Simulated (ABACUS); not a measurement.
Runs of ABACUS 3.10.1 on InAs. It takes space group F-43m (No. 216, cubic). The conventional cell has a = 6.036 Å, b = 6.036 Å, c = 6.036 Å, α = 90.00°, β = 90.00°, γ = 90.00°. In (site symmetry -43m) has 4 As at 2.61 Å as nearest neighbours. Around As (site symmetry -43m) lie 4 In at 2.61 Å. 

| task | level | potentials or basis | cell | k mesh | cutoff (eV) | max steps of the relaxation | force threshold | optimiser | stress threshold | radial cutoff of the potentials (pseudo_rcut) | mesh quality | gap on the mesh (eV) | pressure (GPa) | relaxed volume (Å³/atom) |
| --- | --- | --- | --- | --- | --- | --- | --- | --- | --- | --- | --- | --- | --- | --- |
| relaxation of cell and atoms | PBEsol | SSSP 1.3 efficiency PBE, plane waves | relaxed | 6 × 6 × 6 | 748 | 60 | 0.01 eV/Å | cg | 0.2 kbar | 10 bohr | not flagged | none | 0.0 | 28.36 |
| single point | PBEsol | SSSP 1.3 efficiency PBE, plane waves | as given | 6 × 6 × 6 | 748 | - | - | - | - | 10 bohr | not flagged | none | (b) | - |
| single point | PBE | PseudoDojo NC SR 0.4.1 PBE standard, plane waves | as given | 8 × 8 × 8 | 1143 | - | - | - | - | 10 bohr | not flagged | none | 4.4 | - |
| single point | BP86 | PseudoDojo NC SR 0.5 PBE standard, plane waves | as given | 6 × 6 × 6 | 1143 | - | - | - | - | 10 bohr | not flagged | none | (a) | - |
| single point | TPSS | SG15 ONCV 1.2 PBE, plane waves | as given | 5 × 5 × 5 | 1320 | - | - | - | - | 10 bohr | coarse | none | 4.3 | - |
| single point | PBEsol | Ansatz NC PBE, DZP LCAO (the cutoffs set its grid) | as given | 7 × 7 × 7 | 1361 | - | - | - | - | 10 bohr | not flagged | none | 2.5 | - |
| relaxation of cell and atoms | rSCAN | SG15 ONCV 1.2 PBE, plane waves | relaxed | 5 × 5 × 5 | 1320 | - | 0.02 eV/Å | ASE BFGS | - | 10 bohr | coarse | none | 0.1 | 28.38 |

Alike in all rows: no spin polarisation; smearing fermi-dirac 0.05 eV.

Question: Fill in the values left out.

Answer: (a) 4.6; (b) 1.9.

Caveats: some runs use coarse meshes; the potentials were made for another functional, which shifts forces and pressure (some runs); this crystal is a semiconductor, whose small gap the functional closes, so the metal is an error of the method (some runs); the atomic orbitals were generated for these runs and aren't a published set (some runs); the basis of atomic orbitals isn't converged, which shifts pressures, moduli and gaps (some runs).

A k mesh can miss the band edges, and the runs leave out spin-orbit coupling on As, In.

A gap of «none» marks a metal or a gap under the smearing width.

Not every run made on this cell is shown here.
